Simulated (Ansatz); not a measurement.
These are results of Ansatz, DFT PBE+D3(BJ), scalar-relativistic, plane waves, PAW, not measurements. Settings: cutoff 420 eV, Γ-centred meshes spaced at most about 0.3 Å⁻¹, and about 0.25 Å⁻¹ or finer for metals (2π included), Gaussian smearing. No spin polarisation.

These are static total energies at zero pressure.

Two relaxed structures of Al:

A.

```
Al
1.0
     2.81478    0.00000    0.00000
    -1.40739    2.43767    0.00000
     0.00000    0.00000    9.24180
Al
4
Direct
  0.00000 0.00000 0.00000
  0.33333 0.66667 0.25000
  0.00000 0.00000 0.50000
  0.66667 0.33333 0.75000
```

B.

```
Al
1.0
     2.80382    0.00000    0.00000
    -1.40191    2.42818    0.00000
     0.00000    0.00000    4.67640
Al
2
Cartesian
  1.4019 0.8094 3.5073
  0.0000 1.6188 1.1691
```

Question: Which form is favoured at zero pressure, and by what margin per atom?

Answer: A is lower, by 24 meV/atom. A has the dhcp type, space group P6_3/mmc (No. 194), 15.9 Å³/atom and no gap on its mesh; B has the hcp type, space group P6_3/mmc (No. 194), 15.9 Å³/atom and no gap. Counting all near atoms (those within 1.25 times the shortest distance at each site), A and B both have Al 12. Origin: A and B, each reached from a Materials Project cell. The lowest form computed isn't among them: it has the fcc type, space group Fm-3m (No. 225), 15.8 Å³/atom, is reached from a Materials Project cell and lies 11 meV/atom below the best shown.

The k mesh leaves some 4 meV/atom of noise in the energy of each metallic cell. Some structure types and database cells were kept out of the candidates from the start, so a known form may be missing.
